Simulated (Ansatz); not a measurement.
Ge in the lonsdaleite structure: a single-point calculation in Ansatz 0.2.0 (PBE). The cell was relaxed with r2SCAN and then strained (uniaxial +5.0 % along x, other directions held), with the atoms relaxed again with r2SCAN; k points keep the names of the unstrained zone.

Input (YAML):
```yaml
crystal:
  lattice:
    - [4.1974959677, 0.0, 0.0]
    - [-2.0987479838, 3.4620363241, 0.0]
    - [0.0, 0.0, 6.5928195166]
  atoms:
    - { symbol: Ge, position: [0.3309977468, 0.6619954935, -0.0013287948] }
    - { symbol: Ge, position: [0.6690022532, 0.3380045065, 0.4986712052] }
    - { symbol: Ge, position: [0.3309977468, 0.6619954935, 0.3763287948] }
    - { symbol: Ge, position: [0.6690022532, 0.3380045065, 0.8763287948] }
kpoints:
  mp_grid: { grid: [12, 12, 4] }
  band_path:
    path:
      - [0.0, 0.0, 0.0]
      - [0.5, 0.0, 0.0]
      - [0.3333333333, 0.3333333333, 0.0]
      - [0.0, 0.0, 0.5]
      - [0.5, 0.0, 0.5]
      - [0.3333333333, 0.3333333333, 0.5]
      - [-0.077962, 0.038981, 0.0]
      - [0.0, 0.0, 0.292969]
    npoints: 1
hamiltonian:
  xc: pbe
scf:
  occupations: { method: fermi_dirac, width: 0.02 }
  n_extra_bands: 5
output:
  forces: true
  stress: true
  eigenvalues: true
```

Run as `ansatz run input.yaml --threads 2 --pin off --max-ram 2211MiB --backend cpu --events-out ev --progress --plain --runs-dir out`. Wall time 25 s on 2 threads of Arm Neoverse N1, with other jobs on the host; peak host memory 0.57 GiB.

Output, abridged:
```
Pseudopotential: Ge, paw, valence charge 14, recommended cutoff 420 eV (normal)
Functional definition: PBE
Crystal: 4 atoms, lattice volume = 95.806 Å³
Basis set: ecut = 420 eV, 1851 PW (Γ)
Bands: 33, of which v1, the nominal top of the filled ones, is band 28 counted from 1 (27 counted from 0)
Symmetry: 8 space group operations
Space group: Cmcm (ITA 63)
k-points: 129 of 576
preconditioner: auto → Kerker (q_TF=auto, 2.495 Å⁻¹)  [metal: Δε(μ)=0.027 eV  σ=0.020 eV  ℏωp=28.4 eV]
SCF 1 converged in 8 iterations: F = -17179.820033 eV  dr2 = 7.06e-9
NSCF: frozen V_eff on 8 k-points
Free energy (F): -17179.820033 eV
Internal energy: -17179.819818 eV  (E = F + TS)
E sigma→0 (E₀):  -17179.819926 eV
Entropy (-TS):   -0.000215 eV (-0.054 meV/atom)
Fermi energy:    7.894959 eV
--- Forces (eV/Å), atoms counted from 1 ---
  atom   1  Ge      0.00000    -0.02348      0.01592
  atom   2  Ge      0.00000      0.02348      0.01592
  atom   3  Ge      0.00000    -0.02348    -0.01592
  atom   4  Ge      0.00000      0.02348    -0.01592
--- Stress (GPa, compression-positive) ---
       -3.268659       0.000000       0.000000
        0.000000       1.122458       0.000000
        0.000000       0.000000       1.741617
  P = ⅓ Tr σ = -0.1349 GPa (-1.349 kbar)
```

bands.tsv, columns around the gap (it counts bands from 0):
```tsv
# k_distance	band_23	band_24	band_25	band_26	band_27	band_28	band_29	band_30	band_31
# fermi_ev = 7.894959
# [0, 0, 0] at k_distance = 0.000000
# [0.5, 0, 0] at k_distance = 0.875232
# [0.3333333333, 0.3333333333, 0] at k_distance = 1.393019
# [0, 0, 0.5] at k_distance = 2.532967
# [0.5, 0, 0.5] at k_distance = 3.408199
# [0.3333333333, 0.3333333333, 0.5] at k_distance = 3.925986
# [-0.077962, 0.038981, 0] at k_distance = 5.121627
# [0, 0, 0.292969] at k_distance = 5.424244
# levels_relative_to = fermi_ev
0.000	-1.693	-1.369	-0.518	-0.432	-0.096	-0.027	0.234	2.077	2.316
0.875	-6.569	-4.329	-2.859	-2.613	-1.219	0.635	1.777	3.774	3.781
1.393	-7.313	-4.714	-3.287	-3.235	-2.937	1.698	4.317	4.516	4.608
2.533	-4.631	-1.068	-1.068	-0.744	-0.744	0.307	0.307	3.158	3.158
3.408	-7.694	-2.319	-2.319	-2.180	-2.180	0.657	0.657	2.209	2.209
3.926	-7.978	-4.018	-4.018	-1.801	-1.801	1.322	1.322	4.312	4.312
5.122	-2.276	-1.498	-1.329	-0.139	0.111	0.111	0.711	2.133	2.406
5.424	-2.834	-1.468	-1.140	-0.557	-0.268	-0.189	0.896	2.544	2.797
```
In order the rows are Γ, M, K, A, L, H, Γ–K (0.12), Γ–A (0.59).

With PBE the bands overlap by 0.30 eV (counted from 1, band 28 peaks at Γ–K (0.12 of the way from Γ) and band 29 bottoms out at Γ–A (0.59 of the way from Γ)): no gap. The gap is the least over the mesh and the extra points. The mean pressure is -0.13 GPa (compression positive), so PBE would shrink the cell's volume. The largest force is 0.03 eV/Å.

Spin-unpolarised throughout; all numbers are computed.

Spin-orbit coupling is left out.

Where bands overlap, v1 and c1 are numbered by the electron count and aren't everywhere filled or empty.
